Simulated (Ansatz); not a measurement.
I:

```
I
1.0
     0.00000    2.36560    3.90984
     2.19225    0.00000    3.90984
     2.19225    2.36560    0.00000
I
1
Direct
  0.00000 0.00000 0.00000
```

* Program: Ansatz 0.2.0
* Task: single point
* Functional: PBEsol
* Potentials or basis: Ansatz PAW
* Cutoff: 420 eV (not typed: the program's choice for these potentials)
* k mesh: 9 × 9 × 9
* Occupations: fermi-dirac, width 0.05 eV
* Spin: no spin polarisation

On this cell: pressure -1.4 GPa; band gap on the k mesh none (metal or under the smearing width).

The same run follows on a disturbed copy (cell strained at random at fixed volume):

```
CELL_PARAMETERS angstrom
0.04516 2.34955 3.89697
2.22281 0.04624 3.89432
2.26628 2.38544 0.00361
ATOMIC_POSITIONS crystal
I 0.00089 0.00585 0.00117
```

What does the disturbed cell give?

The energy (extrapolated to zero smearing) moves by -5.5 meV/atom; pressure -1.4 GPa; band gap on the k mesh none (metal or under the smearing width).

Stress tensor (GPa, compression positive):
```
-1.69  1.41  0.00
 1.41 -2.17 -0.01
 0.00 -0.01 -0.39
```

The energy falls, though the first cell shows no forces: that form is unstable against this distortion, unless noise or another electronic state is at work.

Caveats: an odd number of electrons without spin polarisation forces a metal; a magnetic or distorted state may lie lower; the PAW data sets come from PBE, with cores solved anew for the run's functional, which leaves a small shift of forces and pressure.
